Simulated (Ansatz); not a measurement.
Runs of Ansatz 0.2.0 on ZnSe (Stilleite). Symmetry: F-43m, No. 216, cubic system. The conventional cell has a = 5.668 Å, b = 5.668 Å, c = 5.668 Å, α = 90.00°, β = 90.00°, γ = 90.00°. Around Se (site symmetry -43m) lie 4 Zn at 2.45 Å. Zn (site symmetry -43m) is surrounded by 4 Se at 2.45 Å. 

```tsv
task	level	spin	cell	k mesh	points for each segment of the path	gap on the mesh (eV)	pressure (GPa)	relaxed volume (Å³/atom)
band structure	RPBE	off	as given	8 × 8 × 8	14	1.45	4.4	-
band structure	PBEsol	SOC, no magnetisation	as given	6 × 6 × 6	14	1.04	-1.1	-
relaxation of cell and atoms	revPBE+D3(BJ)	off	relaxed	8 × 8 × 8	-	1.50	0.0	22.27
relaxation of cell and atoms	PBEsol	off	relaxed	8 × 8 × 8	-	1.24	0.0	22.34
relaxation of cell and atoms	revPBE+D4	off	relaxed	8 × 8 × 8	-	(c)	0.0	22.47
relaxation of cell and atoms	LDA	off	relaxed	8 × 8 × 8	-	(a)	0.0	21.57
band structure	LDA	SOC, no magnetisation	as given	6 × 6 × 6	14	(b)	-3.4	-
relaxation of cell and atoms	RPBE+D4	off	relaxed	8 × 8 × 8	-	1.51	0.0	22.47
```

Alike in all rows: potentials or basis Ansatz PAW; cutoff (eV) 420; smearing fermi-dirac 0.05 eV.

Q: Fill in the values left out.

A: (a) 1.25; (b) 0.90; (c) 1.46.

Caveats: the PAW data sets come from PBE, with cores solved anew for the run's functional, which leaves a small shift of forces and pressure; the plane-wave basis is chosen anew once the cell has moved, so the energies of steps on either side of that aren't comparable (some runs).

A k mesh can miss the band edges, and rows without SOC leave out spin-orbit coupling on Se.

Runs at the PBE level aren't shown here.
